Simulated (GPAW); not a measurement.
Set up this calculation in GPAW 26.7.0, as an ASE script.

- Task: band structure
- Functional: PBEsol
- Potentials or basis: PAW data sets generated in the run's folder for this functional
- Cutoff: 600 eV
- Basis: pw
- k mesh: 7 × 7 × 7
- Occupations: fermi-dirac, width 0.05 eV
- Spin: no spin polarisation
- Maxiter: 150
- Band path: GXWKGLUWLK,UX
- Band points: 80

The system is CdTe.

```
CELL_PARAMETERS angstrom
0.00000 3.20500 3.20500
3.20500 0.00000 3.20500
3.20500 3.20500 0.00000
ATOMIC_POSITIONS crystal
Te 0.75000 0.75000 0.75000
Cd 0.00000 0.00000 0.00000
```

These files were run (other wordings do the same):

run.py

```python
from ase import Atoms
from ase.dft.bandgap import bandgap
from ase.io import write
from ase.units import GPa
from gpaw import GPAW, PW, setup_paths

setup_paths.insert(0, '.')

atoms = Atoms(['Te', 'Cd'],
              cell=[[0.0, 3.205, 3.205],
                    [3.205, 0.0, 3.205],
                    [3.205, 3.205, 0.0]],
              scaled_positions=[[0.75, 0.75, 0.75],
                                [0.0, 0.0, 0.0]],
              pbc=True)

calc = GPAW(mode=PW(600),
            xc='PBEsol',
            kpts={'size': (7, 7, 7), 'gamma': True},
            occupations={'name': 'fermi-dirac', 'width': 0.05},
            nbands=18,
            convergence={'density': 1e-05, 'energy': 1e-05},
            maxiter=150,
            txt='gpaw.txt')
atoms.calc = calc
energy = atoms.get_potential_energy()
forces = atoms.get_forces()
stress = atoms.get_stress()
calc.write('gs.gpw')
write('result.traj', atoms)
print(f'Energy: {energy:.6f} eV')
print('Forces (eV/A):')
print(forces.round(4))
print('Stress (GPa):', (stress / GPa).round(3))
print('Fermi level:', round(calc.get_fermi_level(), 4), 'eV')
print(f'Gap: {bandgap(calc)[0]:.4f} eV, direct: {bandgap(calc, direct=True)[0]:.4f} eV')

path = atoms.cell.bandpath('GXWKGLUWLK,UX', npoints=80, eps=1e-4)
bs_calc = calc.fixed_density(kpts=path, symmetry='off', nbands=31,
                             convergence={'bands': 'CBM+6.0', 'eigenstates': 1e-6}, txt='bands.txt')
bs = bs_calc.band_structure()
bs.write('bs.json')
print(f'Gap on the path: {bandgap(bs_calc)[0]:.4f} eV')
```

Potentials or basis: PAW data sets generated in the run's folder for this functional, pw.

Run with:

```sh
$ gpaw-setup -f PBEsol Cd Te
$ OMP_NUM_THREADS=1 python run.py
```

It gave:

| Item | Value |
| --- | --- |
| Pressure | 1.3 GPa |
| Band gap on the k mesh | 0.76 eV, direct |
| Band gap along the path | 0.76 eV, direct |

Caveat: spin-orbit coupling is left out, which moves the levels of the heavy elements.

Wall time 88 s on 1 thread of Intel(R) Xeon(R) Platinum 8259CL CPU @ 2.50GHz (Skylake/Cascade Lake) (shared host), peak memory 0.32 GiB.
